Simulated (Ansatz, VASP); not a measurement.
**Two plane-wave programs on Mg**

Contents of INCAR:

```
PREC = Accurate ; ENCUT = 520
EDIFF = 1E-6 ; ISMEAR = 0
SIGMA = 0.15 ; LREAL = F
LASPH = T ; NELM = 100
ALGO = Normal ; ISIF = 2
LWAVE = F ; LCHARG = F
NBANDS = 7
```

KPOINTS

```
regular mesh
0
Gamma
  21 21 18
```

The input POSCAR:

```
Mg
1.0
    2.7948686929      0.0000000000      0.0000000000
   -1.3974343465      2.4204272883      0.0000000000
    0.0000000000      0.0000000000      3.6268230281
Mg
1
Direct
    0.0000000000      0.0000000000      0.0000000000
```

Input for Ansatz:

```yaml
crystal:
  lattice:
    - [2.7948686929, 0.0, 0.0]
    - [-1.3974343465, 2.4204272883, 0.0]
    - [0.0, 0.0, 3.6268230281]
  atoms:
    - { symbol: Mg, position: [0.0, 0.0, 0.0] }
basis:
  ecutwfc: 420
kpoints:
  mp_grid: { grid: [21, 21, 18] }
hamiltonian:
  xc: lda
scf:
  occupations: { method: gaussian, width: 0.15 }
output:
  forces: true
  stress: true
  eigenvalues: true
```

Alike in both runs: task single point; functional LDA; k mesh 21 × 21 × 18; occupations gaussian, width 0.15 eV; no spin polarisation.

|  | VASP | Ansatz |
| --- | --- | --- |
| version | VASP 6.6.1 | Ansatz 0.2.0 |
| potentials or method | VASP PAW LDA potentials, release 64 (Mg) | scalar-relativistic, plane waves, PAW |
| plane-wave cutoff (eV) | 520 | 420 |
| valence electrons in the cell | 2 | 10 |

```tsv
	VASP	Ansatz	Ansatz less VASP
gap on the k mesh at the Fermi level (eV)	none	none	-
pressure (GPa)	5.2	5.3	+0.15
largest component of the traceless stress (GPa)	10.54	10.42	-0.126
```

A gap of «none» marks a metal or a gap that the smearing closes. The two sets of potentials don't hold the same shells in valence.
